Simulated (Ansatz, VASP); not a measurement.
## Two plane-wave programs on Sn3Se

Contents of POSCAR:

```
Sn3Se
1.0
    0.0000000000      3.6308102507      3.6308102507
    3.6308102507      0.0000000000      3.6308102507
    3.6308102507      3.6308102507      0.0000000000
Sn Se
3 1
Direct
    0.2500000000      0.2500000000      0.2500000000
    0.7500000000      0.7500000000      0.7500000000
    0.5000000000      0.5000000000      0.5000000000
    0.0000000000      0.0000000000      0.0000000000
```

Contents of INCAR.step1:

```
PREC = Accurate
ENCUT = 520
ISMEAR = -1
SIGMA = 0.3
LREAL = False
LASPH = True
NELM = 100
NBANDS = 32
GGA = PE
ALGO = Normal
EDIFF = 1E-4
LWAVE = True
LCHARG = False
```

Contents of INCAR.step2:

```
PREC = Accurate
ENCUT = 520
EDIFF = 1E-6
ISMEAR = -1
SIGMA = 0.3
LREAL = False
LASPH = True
NELM = 100
ALGO = Normal
ISIF = 2
LWAVE = False
LCHARG = False
METAGGA = R2SCAN
LMIXTAU = True
NBANDS = 32
ISTART = 1
```

File KPOINTS:

```
Automatic mesh
0
Gamma
  6 6 6
```

Input for Ansatz:

```yaml
crystal:
  lattice:
    - [0.0, 3.63081025071066, 3.63081025071066]
    - [3.63081025071066, 0.0, 3.63081025071066]
    - [3.63081025071066, 3.63081025071066, 0.0]
  atoms:
    - { symbol: Sn, position: [0.25, 0.25, 0.25] }
    - { symbol: Sn, position: [0.75, 0.75, 0.75] }
    - { symbol: Sn, position: [0.5, 0.5, 0.5] }
    - { symbol: Se, position: [0.0, 0.0, 0.0] }
accuracy: medium
kpoints:
  mp_grid:
    grid: [6, 6, 6]
hamiltonian:
  xc: r2scan
  pseudopotentials:
    kind: nc
scf:
  max_iter: 60
  self_checks: high
  mixing:
    algorithm: broyden
    beta: 0.1
  occupations:
    method: fermi_dirac
    width: 0.3
output:
  stress: true
```

The cell comes from a database or a generator and needn't be the stable form of this composition.

Alike in both runs: task single point; functional r2SCAN; k mesh 6 × 6 × 6; occupations fermi-dirac, width 0.3 eV; no spin polarisation.

|  | VASP | Ansatz |
| --- | --- | --- |
| version | VASP 6.6.1 | Ansatz 0.2.0 |
| potentials or method | VASP PAW PBE potentials, release 64 (Sn_d, Se) | plane waves, norm-conserving potentials |
| plane-wave cutoff (eV) | 520 | 1230 |
| valence electrons in the cell | 48 | 58 |

|  | VASP | Ansatz | Ansatz less VASP |
| --- | --- | --- | --- |
| gap on the k mesh at the Fermi level (eV) | none | none | - |
| pressure (GPa) | 4.4 | 4.4 | -0.03 |

A gap of «none» marks a metal or a gap that the smearing closes. The functional is the same, so the differences come from potentials, cutoffs and numerics. The two sets of potentials don't hold the same shells in valence.

Caveats: the PAW data sets were made with another functional, which shifts forces and pressure a little (VASP).
